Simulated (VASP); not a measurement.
Here is the system:

```
BeO
1.0
    1.35000    -2.33827     0.00000
    1.35000     2.33827     0.00000
    0.00000     0.00000     4.38000
Be O
2 2
Direct
  0.66667   0.33333   0.50000
  0.33333   0.66667   0.00000
  0.66667   0.33333   0.87800
  0.33333   0.66667   0.37800
```

Method: PBE GGA with spin-orbit coupling, VASP's PBE PAW potentials (set 64) (plane waves; VASP). Settings: 520 eV cut-off, 8×8×5 Γ-centred mesh, Gaussian smearing of 0.050 eV, potentials Be O.

What does the run give for the energy per atom (σ→0), pressure?

The energy per atom (σ→0) is -7.114 eV/atom. The pressure is 3.47 GPa.

Total energies compare only between runs with the same potentials, cut-off and functional.

The compound is BeO in the wurtzite structure. The cell was not relaxed at this level. The run is one of a series of settings (GGA_COMPAT = .FALSE., LSORBIT = .TRUE., MAGMOM = 0 0 0 0 0 0 0 0 0 0 0 0, program vasp_ncl against the base run), some of them coarse on purpose.
